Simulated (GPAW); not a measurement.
Set up this calculation in GPAW 26.7.0, as an ASE script.

| Quantity | Value |
| --- | --- |
| Task | dielectric tensor |
| Functional | LDA |
| Potentials or basis | the program's PAW data sets (release 1.2.1) made for this functional |
| Cutoff | 600 eV |
| Basis | pw |
| k mesh | 6 × 6 × 4 |
| Occupations | fermi-dirac, width 0.001 eV |
| Spin | no spin polarisation |
| Response ecut | 80 eV |
| Maxiter | 150 |
| Response k mesh | 13 × 13 × 9 |
| Response bands | 72 |
| Kernels | ["RPA", "Bootstrap", "LR0.1"] |
| Coarser k mesh | 9 × 9 × 7 |

The system is HfO2.

```
Hf O
1.0
     3.55802    0.00000    0.00000
     0.00000    3.55802    0.00000
     0.00000    0.00000    5.17186
Hf O
2 4
Direct
  0.00000 0.00000 0.00000
  0.50000 0.50000 0.50000
  0.00000 0.50000 0.19721
  0.50000 0.00000 0.30279
  0.50000 0.00000 0.80279
  0.00000 0.50000 0.69721
```

Measurements of this composition are mostly on another form, of space group No. 14.

One way to write it, as run:

run.py

```python
import numpy as np
from ase import Atoms
from ase.dft.bandgap import bandgap
from ase.io import write
from gpaw import GPAW, PW
from gpaw.response.df import DielectricFunction

atoms = Atoms(['Hf', 'Hf', 'O', 'O', 'O', 'O'],
              cell=[[3.55801933, 0.0, 0.0],
                    [0.0, 3.55801933, 0.0],
                    [0.0, 0.0, 5.17186121]],
              scaled_positions=[[0.0, 0.0, 0.0],
                                [0.5, 0.5, 0.5],
                                [0.0, 0.5, 0.19720788],
                                [0.5, 0.0, 0.30279212],
                                [0.5, 0.0, 0.80279212],
                                [0.0, 0.5, 0.69720788]],
              pbc=True)

calc = GPAW(mode=PW(600),
            xc='LDA',
            kpts={'size': (6, 6, 4), 'gamma': True},
            occupations={'name': 'fermi-dirac', 'width': 0.001},
            nbands=43,
            convergence={'density': 1e-06},
            maxiter=150,
            txt='gpaw.txt')
atoms.calc = calc
energy = atoms.get_potential_energy()
calc.write('gs.gpw')
write('result.traj', atoms)
print(f'Energy: {energy:.6f} eV')
print('Fermi level:', round(calc.get_fermi_level(), 4), 'eV')
print(f'Gap: {bandgap(calc)[0]:.4f} eV, direct: {bandgap(calc, direct=True)[0]:.4f} eV')

for size in [(9, 9, 7), (13, 13, 9)]:
    name = 'x'.join(str(n) for n in size)
    dense = calc.fixed_density(kpts={'size': size, 'gamma': True},
                               nbands=78, convergence={'bands': 72, 'eigenstates': 1e-7},
                               update_fermi_level=True, txt=f'dense-{name}.txt')
    dense.write(f'{name}.gpw', mode='all')
    df = DielectricFunction(f'{name}.gpw', frequencies=np.array([0.0]), hilbert=False, eta=0.001,
                            ecut=80, nbands=72, intraband=False, txt=f'df-{name}.txt')
    for xc in ['RPA', 'Bootstrap', 'LR0.1']:
        for direction in ['x', 'y', 'z', [0, 1, 1], [1, 0, 1], [1, 1, 0]]:
            e0, e = df.get_macroscopic_dielectric_constant(xc=xc, direction=direction)
            print(f'{name} {xc} {direction}: {e0:.4f} without, {e:.4f} with local fields')
```

Potentials or basis: the program's PAW data sets (release 1.2.1) made for this functional, pw.

Launch:

```sh
$ OMP_NUM_THREADS=1 python run.py
```

Results of the run:

```json
{
 "Band gap on the k mesh": "4.54 eV, indirect (least direct gap 4.63 eV)",
 "Electronic dielectric tensor (diagonal)": "4.79, 4.79, 4.35"
}
```

Caveat: the long-wavelength limit can be off by several per cent where d states take part; spin-orbit coupling is left out, which moves the levels of the heavy elements; an odd mesh through Γ misses points on the zone boundary, where band edges often lie.

Wall time 20 min on 1 thread of Arm Neoverse V2, with other jobs on the host, peak memory 1.1 GiB.
